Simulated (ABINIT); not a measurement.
**CoSi2 in ABINIT: convergence with tolvrs**

The system is CoSi2.

```
Co Si
1.0
     0.00000    2.67800    2.67800
     2.67800    0.00000    2.67800
     2.67800    2.67800    0.00000
Co Si
1 2
Direct
  0.00000 0.00000 0.00000
  0.75000 0.75000 0.75000
  0.25000 0.25000 0.25000
```

* Program: ABINIT 10.8.3 (patched build)
* Task: single point
* Functional: PBE
* Potentials or basis: JTH PAW PBE v2.0
* Cutoff: 707 eV
* k mesh: 9 × 9 × 9
* Occupations: cold (ABINIT), width 0.1 eV
* Spin: collinear spin, ferromagnetic start
* Starting moments: [2.0, 0.0, 0.0] μB

These are the settings of the first run; the series varies tolvrs, with any setting tied to it.

Hardware: 1 thread of Arm Neoverse V1 (shared host).

```
tolvrs  energy less the tightest run (meV/atom)  pressure (GPa)  SCF cycles  CPU time (s)  peak memory (GiB)
  0.01                                     0.55            3.82          17           110               0.19
 0.001                                     0.30            2.46          18           120               0.19
0.0001                                     0.02            0.64          25           160               0.19
 1e-05                                     0.02            0.46          26           160               0.19
 1e-06                                     0.01            0.51          29           180               0.19
 1e-08                                     0.00            0.52          34           210               0.19
 1e-10                                     0.00            0.50          58           350               0.19
 1e-13                                     0.00            0.50          75           460               0.19
```

Against the tightest run, the energy stays within 1 meV/atom from 0.01 on; the pressure stays within 0.1 GPa from 1e-05 on. The tightest run that finished is the yardstick and may itself not be fully converged.

Caveat, for the tightest run too: the starting moments collapsed, and a magnetic state may lie lower.
